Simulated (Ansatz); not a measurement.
Molecular dynamics on a 2×2×2 supercell (16 atoms) of ZnS (rocksalt), relaxed with r2SCAN. Forces come from r2SCAN in the PAW code Ansatz: a Nosé-Hoover thermostat at fixed volume, 450 K, steps of 3 fs. Spin polarisation is off, nuclei are classical, and the run is far too short for thermal averages. The structure comes from a prototype and may be hypothetical.

```yaml
crystal:
  lattice:
    - [0.0, 5.0620454666, 5.0620454666]
    - [5.0620454666, 0.0, 5.0620454666]
    - [5.0620454666, 5.0620454666, 0.0]
  atoms:
    - { symbol: Zn, position: [0.0, 0.0, 0.0] }
    - { symbol: S, position: [0.25, 0.25, 0.25] }
    - { symbol: Zn, position: [0.0, 0.0, 0.5] }
    - { symbol: S, position: [0.25, 0.25, 0.75] }
    - { symbol: Zn, position: [0.0, 0.5, 0.0] }
    - { symbol: S, position: [0.25, 0.75, 0.25] }
    - { symbol: Zn, position: [0.0, 0.5, 0.5] }
    - { symbol: S, position: [0.25, 0.75, 0.75] }
    - { symbol: Zn, position: [0.5, 0.0, 0.0] }
    - { symbol: S, position: [0.75, 0.25, 0.25] }
    - { symbol: Zn, position: [0.5, 0.0, 0.5] }
    - { symbol: S, position: [0.75, 0.25, 0.75] }
    - { symbol: Zn, position: [0.5, 0.5, 0.0] }
    - { symbol: S, position: [0.75, 0.75, 0.25] }
    - { symbol: Zn, position: [0.5, 0.5, 0.5] }
    - { symbol: S, position: [0.75, 0.75, 0.75] }
kpoints:
  mp_grid: { grid: [2, 2, 2] }
hamiltonian:
  xc: r2scan
scf:
  occupations: { method: fermi_dirac, width: 0.039 }
md:
  ensemble: nvt_nose_hoover
  temperature: 450
  timestep: 3.0
  n_steps: 40
  initial_velocities: maxwell_boltzmann
  seed: 6225
```

Command: `ansatz run input.yaml --threads 4 --pin off --max-ram 3686MiB --backend cpu --events-out ev --progress --plain --runs-dir out`.

Q: It ran on 4 threads of Arm Neoverse V1, with other jobs on the host. About how long did it take, and what peak of host memory did it reach?

A: About 5.3 min, with a peak of 1.6 GiB.

```tsv
step	t (fs)	T (K)	free energy F from step 0 (meV/atom)	kinetic energy (meV/atom)	largest force (eV/Å)
0	0	450	0.0	54.5	0.00
1	3	450	-0.1	54.6	0.25
2	6	451	-0.1	54.6	0.43
3	9	449	0.0	54.4	0.54
4	12	445	0.5	54.0	0.62
5	15	439	1.3	53.2	0.67
6	18	430	2.4	52.1	0.69
7	21	419	3.7	50.8	0.70
8	24	408	5.1	49.4	0.69
9	27	396	6.5	48.0	0.74
10	30	385	7.9	46.7	0.82
11	33	375	9.2	45.4	0.89
12	36	366	10.4	44.3	0.96
13	39	357	11.4	43.3	1.00
14	42	350	12.4	42.4	1.04
15	45	343	13.4	41.5	1.06
16	48	336	14.3	40.7	1.10
17	51	330	15.2	40.0	1.19
18	54	324	16.0	39.3	1.25
19	57	319	16.8	38.7	1.28
20	60	315	17.5	38.2	1.26
21	63	312	18.1	37.8	1.20
22	66	310	18.5	37.6	1.23
23	69	311	18.8	37.7	1.30
24	72	314	18.7	38.0	1.45
25	75	320	18.3	38.8	1.56
26	78	330	17.4	40.0	1.61
27	81	345	16.1	41.8	1.61
28	84	363	14.3	44.0	1.55
29	87	384	12.3	46.5	1.44
30	90	405	10.3	49.1	1.27
31	93	424	8.5	51.4	1.07
32	96	439	7.4	53.2	1.14
33	99	447	7.1	54.1	1.27
34	102	446	7.9	54.1	1.42
35	105	438	9.7	53.0	1.56
36	108	422	12.3	51.2	1.68
37	111	402	15.4	48.8	1.77
38	114	381	18.7	46.2	1.79
39	117	362	21.7	43.9	1.76
40	120	349	24.0	42.3	1.65
```

The temperature starts at 450 K, is lowest at step 22 (310 K, 66 fs) and ends at 349 K. The thermostat hasn't had time to restore it. The atoms start on their lattice sites with kinetic energy alone, so much of it first passes into potential energy. By the last step the atoms have moved 0.31 Å in the root mean square, the drift of the whole cell taken out, 0.44 Å at most.

Positions (Å) and forces (eV/Å) at step 40:
```
Zn   0.076  -0.146   0.193    -0.175  -0.133  -1.022
S    2.746   2.190   2.371    -0.176   1.640  -0.081
Zn   2.667   2.667  -0.078     0.156  -0.302   0.924
S    5.033   5.350   2.431    -0.094   0.242  -0.043
Zn   2.392   0.080   2.835     0.250  -0.826   0.231
S    4.879   2.637   4.968    -0.672   0.130  -0.585
Zn   5.173   2.149   2.526    -0.048   0.308  -0.384
S    7.423   4.953   5.333     0.332   0.363   0.197
Zn  -0.148   2.681   2.141     0.108  -0.217   0.941
S    2.499   5.211   4.772     0.431  -0.146   1.525
Zn   2.643   4.886   2.643    -0.414  -0.300  -1.564
S    5.206   7.468   5.155     0.490   0.300   0.225
Zn   2.470   2.842   5.067     0.138  -0.468  -0.188
S    5.081   4.936   7.817    -0.097  -0.884   0.536
Zn   5.027   5.035   4.849     0.089   0.070   0.397
S    7.524   7.864   7.794    -0.318   0.223  -1.107
```
